# Reading the density of states of NiAl

The density of states counts the electron levels in each electronvolt of energy, here for a cell of one Al and one Ni atom. Energies are counted from the Fermi level, up to which the levels are filled. The columns headed DOS give the part that belongs to one atomic shell, such as Ni 3d. The cell is practically cubic, with each atom at the centre of eight atoms of the other kind, as in caesium chloride.

Density of states of AlNi (P4/mmm, a = 2.889, c = 2.901 Å, 2 atoms per cell) from Ansatz 0.2.0: PBE, scalar-relativistic PAW, no spin polarisation, cutoff 420 eV, k mesh 16×16×14, Gaussian smearing 0.1 eV. The states are found by tetrahedra on a 24×24×21 mesh and averaged over 0.2 eV bins, every second one listed. Energies count from the Fermi level; shells are Löwdin projections.

| energy (eV) | density of states total (states/eV/cell) | DOS Ni 3d (states/eV/cell) | DOS Al 3p (states/eV/cell) | DOS Al 3s (states/eV/cell) | DOS Ni 4s (states/eV/cell) |
| --- | --- | --- | --- | --- | --- |
| -7.95 | 0.330 | 0.01 | 0.1500 | 0.1100 | 0.0600 |
| -7.55 | 0.370 | 0.02 | 0.1600 | 0.1300 | 0.0500 |
| -7.15 | 0.420 | 0.03 | 0.1800 | 0.1600 | 0.0500 |
| -6.75 | 0.450 | 0.04 | 0.1800 | 0.1800 | 0.0400 |
| -6.35 | 0.510 | 0.07 | 0.2100 | 0.1800 | 0.0400 |
| -5.95 | 0.570 | 0.12 | 0.2300 | 0.1800 | 0.0400 |
| -5.55 | 0.660 | 0.19 | 0.2400 | 0.1900 | 0.0400 |
| -5.15 | 0.650 | 0.22 | 0.2400 | 0.1500 | 0.0400 |
| -4.75 | 0.640 | 0.23 | 0.2500 | 0.1000 | 0.0500 |
| -4.35 | 0.760 | 0.3 | 0.3000 | 0.0900 | 0.0600 |
| -3.95 | 1.760 | 0.96 | 0.5800 | 0.1000 | 0.1100 |
| -3.55 | 1.510 | 0.98 | 0.4100 | 0.0700 | 0.0400 |
| -3.15 | 2.790 | 2.13 | 0.5900 | 0.0200 | 0.0000 |
| -2.75 | 2.540 | 2.13 | 0.3500 | 0.0000 | 0.0200 |
| -2.35 | 4.150 | 3.8 | 0.2000 | 0.0100 | 0.0700 |
| -1.95 | 8.160 | 7.65 | 0.3100 | 0.0200 | 0.0800 |
| -1.55 | 3.810 | 3.55 | 0.1600 | 0.0100 | 0.0200 |
| -1.15 | 0.670 | 0.54 | 0.0900 | 0.0000 | 0.0100 |
| -0.75 | 0.760 | 0.59 | 0.1200 | 0.0000 | 0.0200 |
| -0.35 | 1.310 | 0.9 | 0.2800 | 0.0400 | 0.0500 |
| 0.05 | 0.820 | 0.44 | 0.2600 | 0.0400 | 0.0300 |
| 0.45 | 0.600 | 0.26 | 0.2400 | 0.0400 | 0.0200 |
| 0.85 | 0.460 | 0.17 | 0.2000 | 0.0400 | 0.0100 |
| 1.25 | 0.350 | 0.1 | 0.1700 | 0.0300 | 0.0100 |
| 1.65 | 0.370 | 0.09 | 0.1200 | 0.0200 | 0.1000 |
| 2.05 | 0.560 | 0.12 | 0.1000 | 0.0700 | 0.1900 |
| 2.45 | 0.930 | 0.2 | 0.2000 | 0.1900 | 0.1900 |
| 2.85 | 0.880 | 0.18 | 0.2400 | 0.2300 | 0.1300 |
| 3.25 | 0.800 | 0.14 | 0.2500 | 0.2100 | 0.1000 |
| 3.65 | 0.770 | 0.11 | 0.2500 | 0.2200 | 0.0900 |
| 4.05 | 0.760 | 0.09 | 0.2600 | 0.2000 | 0.0900 |
| 4.45 | 0.760 | 0.08 | 0.2800 | 0.1900 | 0.0900 |
| 4.85 | 0.810 | 0.08 | 0.3500 | 0.1600 | 0.0900 |
| 5.25 | 0.860 | 0.07 | 0.4000 | 0.1400 | 0.1000 |
| 5.65 | 0.910 | 0.06 | 0.4500 | 0.1100 | 0.1200 |

## Question 1. Which shell makes the highest row, and why is that row so high?

**Model answer.** The highest row lies at −1.95 eV, and Ni 3d supplies 94 % of it. The 3d shell is compact, so it overlaps little with the neighbouring atoms. An electron in it gains or loses little energy when its wave runs through the crystal in another direction or with another wavelength. The five 3d orbitals of nickel, with room for ten electrons, are therefore crowded into a few electronvolts.

The outer s and p shells reach far into the neighbouring atoms. Their levels are spread over much more than the 13.6 eV that the table covers, and each electronvolt holds few of them.

**Remark.** A high density of states means flat bands, that is, levels whose energy hardly depends on the wave. The band energies of the same calculation bear this out: along the stretch of waves examined, three bands stay between about −1.4 and −2.3 eV. The height doesn't mean that these electrons bind the crystal most strongly.

## Question 2. Where among the filled levels is Al 3p highest, and what does Ni 3d do there?

**Model answer.** Al 3p reaches 0.58 at −3.95 eV and 0.59 at −3.15 eV, about twice its value in the main peak. Ni 3d is large in both rows as well. Both shells thus have much weight on the lower side of the 3d levels. This is where bonding combinations belong: when two orbitals on neighbouring atoms join in phase, the energy of the pair drops below that of either orbital alone.

**Remark.** Shares can mislead here. Al 3p makes up only 4 % of the main peak but 32 % of the row at 0.05 eV, although its value is slightly larger in the peak. The share is small because Ni 3d is so large. That two shells appear at the same energy is read from the table; that they form bonds there is argued from the position below the main peak.

## Question 3. How many levels would free electrons have at −1.15 eV, and does the table agree?

**Model answer.** For free electrons in a cell of volume $V$, the density of states at energy $E$ is

$$g(E)=\frac{V}{2\pi^2}\left(\frac{2m}{\hbar^2}\right)^{3/2}\sqrt{E-E_0},$$

where $m$ is the electron mass, $\hbar$ the reduced Planck constant and $E_0$ the bottom of the band. The volume is $2\times 12.11=24.22$ Å³, and $\hbar^2/2m$ is 3.81 eV Å². The same calculation puts the lowest valence level at −11.06 eV, which serves as $E_0$. Then

$$g=\frac{24.22}{2\pi^2\times 3.81^{3/2}}\sqrt{11.06-1.15}=0.165\times 3.15=0.52$$

states per eV and cell.

The fair partner for this number is the total without Ni 3d, since the 3d electrons are anything but free. That is $0.67-0.54=0.13$, a quarter of the free-electron value.

**Remark.** One bad row doesn't condemn a model, so the whole table has to be tried. In the rows up to −4.35 eV, the total without Ni 3d is 0.99 to 1.23 times the free-electron value. From 2.45 eV upwards it is 1.04 to 1.26 times that value. For a formula that knows only a volume and a band bottom this is good, and it makes the deficit between −1.15 and 2.05 eV a real feature in need of a cause.

## Question 4. Why are there too few levels just above the 3d peak?

**Model answer.** The likely main cause is that the broad s and p levels mix with the narrow 3d levels. Take one broad level at energy $\varepsilon$, one 3d level at $\varepsilon_d$, and a coupling $W$ between them. The mixed levels $E$ obey

$$(E-\varepsilon)(E-\varepsilon_d)=W^2,\qquad\text{so}\qquad \varepsilon=E-\frac{W^2}{E-\varepsilon_d}.$$

If $W$ is the same for all waves, the broad-band part of the density of states at $E$ equals the free-electron value at $\varepsilon$.

Just above the 3d level the last term is large, and $\varepsilon$ lies far below $E$. There the free-electron band has few levels, or none if $\varepsilon$ falls beneath its bottom. Below the 3d level the term changes sign, and the broad-band part should exceed the free-electron value. In plain words, mixing pushes levels away from the 3d energy, and those pushed upwards leave a valley behind them.

The table fits this only in part. At −3.95, −3.55 and −3.15 eV the part outside Ni 3d is 1.8, 1.2 and 1.4 times the free-electron value, against a quarter at −1.15 eV. Ni 3d is already large in the three lower rows, however. They lie among the 3d levels rather than below them, and a model with a single such level can describe them only roughly. It fails at −2.75 and −2.35 eV, still below the main peak: there the part outside Ni 3d is only about 0.9 and 0.7 times the free-electron value, where the model expects an excess.

**Remark.** A good answer also says where the picture breaks down. With one 3d level the deficit should fade steadily with rising energy. Instead the ratio to free electrons recovers to $(1.31-0.90)/0.54=0.76$ at −0.35 eV and sinks again to $(0.35-0.10)/0.58=0.43$ at 1.25 eV. This second valley needs something more, perhaps the scattering of the waves by the regular lattice, which the table can't separate from the mixing.

The picture still helps with a neighbouring case. In copper and zinc the 3d levels lie progressively deeper than in nickel, so the valley that belongs to them should also move down, away from the Fermi level.

## Question 5. The calculation forbids magnetism. Would the result change if it were allowed?

**Model answer.** Probably not. A metal gains from magnetism when many levels lie at the Fermi level, because electrons can then turn their spins at little cost. The Stoner criterion asks whether $I\,N$ exceeds 1, where $N$ is the density of states at the Fermi level for one spin direction and $I$ measures the exchange energy. For nickel $I$ is roughly 1 eV, a recalled value. The calculation gives 0.85 states per eV at the Fermi level, half of them for each spin, so the product is about 0.4.

Even this is generous, since it treats all these levels as Ni 3d. In the row at 0.05 eV that shell makes up only about half of the total.

**Remark.** The comparison with pure nickel is instructive. There the Fermi level lies at the upper edge of the 3d levels, where the density of states is high, and the metal is ferromagnetic. In NiAl the main peak lies well below the Fermi level, and the total at 0.05 eV is a tenth of that in the peak. The estimate makes a non-magnetic state likely; a calculation with free spins would test it.

## Question 6. Which digits can be trusted?

**Model answer.** Counting electrons gives a first test. The rows are 0.4 eV apart, so let each stand for a strip of that width and add the strips up to the Fermi level. This gives 13.3 electrons. The free-electron formula adds about 0.5 for the levels below the first strip, which makes 13.8 in all. Aluminium has three valence electrons and nickel ten, so the count is 0.8, or 6 %, too high.

The same sum for Ni 3d alone gives 9.85 electrons. The calculation's own assignment of electrons to shells gives 9.02, again 0.8 less. The error therefore sits in the 3d levels: each row is an average over only 0.2 eV, and a narrow peak that happens to fall on a row is counted too wide.

**Remark.** The value 8.16 is the average over its own bin, so it doesn't fix the height or the place of the true maximum. Its second decimal may also change with the k mesh, and no second mesh was run to test that. In the smooth parts of the table this matters little. Small entries suffer from rounding instead: an Al 3s value of 0.02 has one digit, and trailing zeros add none.

## Question 7. Cobalt has one electron fewer than nickel. Where would the Fermi level go if it took nickel's place?

**Model answer.** As a first guess, keep the levels as they are and remove one electron per cell from the top. The strip from −0.15 eV to the Fermi level and the next two full strips hold

$$0.15\times 0.82+0.4\times 1.31+0.4\times 0.76=0.95$$

electrons. One electron is thus used up at about −1 eV, close to the valley at −1.15 eV. If its Fermi level does reach the valley, such a compound has somewhat fewer levels there than NiAl has at its own.

**Remark.** The shift is probably overestimated. One band of the same calculation flattens near −0.6 eV, between two rows, and the levels gathered there are probably undercounted. The Fermi level may therefore stop short of the valley. The guess also leaves out that cobalt's 3d levels lie higher than nickel's, so it indicates a direction and a rough size.

The reasoning carries over to a second electron. Below the valley the 3d peak begins, and by the same guess a compound with iron in nickel's place would have its Fermi level on that steep slope. The answer to Question 5 could then no longer be taken over, because it rests on a low density of states.
